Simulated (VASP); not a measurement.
Write the native input for VASP 6.6.1 that does the following.

```
Task                   : band structure
Functional             : PBE
Potentials or basis    : VASP PAW PBE potentials, release 64 (Al, N)
Cutoff                 : 520 eV
k mesh                 : 12 × 12 × 6
Occupations            : gaussian, width 0.02 eV
Spin                   : no spin polarisation
Further INCAR settings : ALGO = Normal; EDIFF = 1e-07; NBANDS = 16
```

The structure of AlN lies in POSCAR:

```
AlN                                     
1.0
    3.1130000000      0.0000000000      0.0000000000
   -1.5565000000      2.6959370800      0.0000000000
    0.0000000000      0.0000000000      4.9810000000
  Al              N             
     2     2
Direct
     0.3333333300000021    0.6666666699999979    0.9990031455107865
     0.6666666699999979    0.3333333300000021    0.4990031455107865
     0.3333333300000021    0.6666666699999979    0.3809968544892161
     0.6666666699999979    0.3333333300000021    0.8809968544892161
```

One way to write it, as run:

INCAR

```
SYSTEM = AlN
  PREC = Accurate
  ENCUT = 520
  EDIFF = 1E-7
  ISMEAR = 0
  SIGMA = 0.02
  LREAL = .FALSE.
  LASPH = .TRUE.
  NELM = 60
  ALGO = Normal
  ISIF = 2
  LWAVE = .FALSE.
  LCHARG = .FALSE.
  GGA = PE
  NBANDS = 16
```

KPOINTS

```
Automatic mesh
0
G
  12 12 6
  0 0 0
```

KPOINTS_OPT

```
path GMKGALHA,LM,KH
10
line-mode
reciprocal
 0.0000000000  0.0000000000  0.0000000000  G
 0.5000000000  0.0000000000  0.0000000000  M

 0.5000000000  0.0000000000  0.0000000000  M
 0.3333333333  0.3333333333  0.0000000000  K

 0.3333333333  0.3333333333  0.0000000000  K
 0.0000000000  0.0000000000  0.0000000000  G

 0.0000000000  0.0000000000  0.0000000000  G
 0.0000000000  0.0000000000  0.5000000000  A

 0.0000000000  0.0000000000  0.5000000000  A
 0.5000000000  0.0000000000  0.5000000000  L

 0.5000000000  0.0000000000  0.5000000000  L
 0.3333333333  0.3333333333  0.5000000000  H

 0.3333333333  0.3333333333  0.5000000000  H
 0.0000000000  0.0000000000  0.5000000000  A

 0.5000000000  0.0000000000  0.5000000000  L
 0.5000000000  0.0000000000  0.0000000000  M

 0.3333333333  0.3333333333  0.0000000000  K
 0.3333333333  0.3333333333  0.5000000000  H
```

Potentials or basis: VASP PAW PBE potentials, release 64 (Al, N).

Command:

```sh
$ cat potpaw_PBE.64/Al/POTCAR potpaw_PBE.64/N/POTCAR > POTCAR
$ mpirun -np 1 vasp_std > vasp.out
```

Results of the run:

```json
{"Pressure": "3.4 GPa", "Band gap on the k mesh": "4.19 eV, direct", "Band gap along the path": "4.19 eV, direct"}
```

It took 29 s on 1 thread of Intel(R) Xeon(R) 6975P-C (Granite Rapids), on a shared host, peak memory 0.2 GiB.
